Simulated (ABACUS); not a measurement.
A run of ABACUS 3.10.1 is set up as follows.

The input INPUT:

```
INPUT_PARAMETERS
suffix              ZnSe
calculation         scf
basis_type          lcao
pseudo_dir          ./
orbital_dir         ./
latname             fcc
symmetry            1
dft_functional      pz
ecutwfc             105
pseudo_rcut         7
nspin               1
nbands              33
ks_solver           scalapack_gvx
smearing_method     fd
smearing_sigma      0.00367493
scf_thr             1e-07
scf_nmax            100
mixing_type         broyden
mixing_beta         0.7
cal_force           1
cal_stress          1
out_mul             1
out_chg             1
out_pot             2
out_elf             1
```

STRU

```
ATOMIC_SPECIES
Se 78.9710 Se.upf
Zn 65.3800 Zn.upf

NUMERICAL_ORBITAL
Se_confined-atom_7au_3s3p2d.orb
Zn_confined-atom_7au_3s2p2d1f.orb

LATTICE_CONSTANT
10.7102117839

ATOMIC_POSITIONS
Direct

Se
0.0
1
0.2500000000 0.2500000000 0.2500000000 1 1 1

Zn
0.0
1
0.0000000000 0.0000000000 0.0000000000 1 1 1
```

Contents of KPT:

```
K_POINTS
0
Gamma
7 7 7 0 0 0
```

Potentials or basis: PseudoDojo NC SR 0.4.1 LDA stringent, DZP LCAO (the cutoffs set its grid).

Run with:

```console
$ OMP_NUM_THREADS=1 mpirun -np 4 abacus > log
```

(1) What does it give for the pressure?

(2) What does it give for the Mulliken charges?

(3) Predict the band gap on the k mesh.

Results:

(1) -2.6 GPa.

(2) Se -0.08; Zn +0.08 e.

(3) 1.04 eV, direct.

Caveat: the atomic orbitals were generated for these runs and aren't a published set; the basis of atomic orbitals isn't converged, which shifts pressures, moduli and gaps.

**Experimental background.**

“Alloy Disordering Effects on the Thermal Conductivity and Energy Gap Temperature Dependence of Cd1−xZnxSe Ternary Crystals Grown by the Bridgman Method”, 2023, pmc:10253836 reports, for a bulk crystal of ZnSe at 300 K: band gap 2.695 ± 0.003 eV (an exciton energy, a little under the gap).

Against the measured gap of ZnSe, 2.695 eV (an exciton energy, a little under the gap; 300 K; “Alloy Disordering Effects on the Thermal Conductivity and Energy Gap Temperature Dependence of Cd1−xZnxSe Ternary Crystals Grown by the Bridgman Method”, 2023, pmc:10253836), the calculated 1.04 eV is off by -1.66 eV. So large a miss can be the level of theory's own, or it may mean another phase, state or a wrong row. Spin-orbit coupling on Se is left out. The value is that of LDA in an atomic basis (PseudoDojo NC SR 0.4.1 LDA stringent, DZP LCAO (the cutoffs set its grid)), whose error adds to the functional's,, without temperature or zero-point motion. Semilocal functionals fall short of measured gaps as a rule.
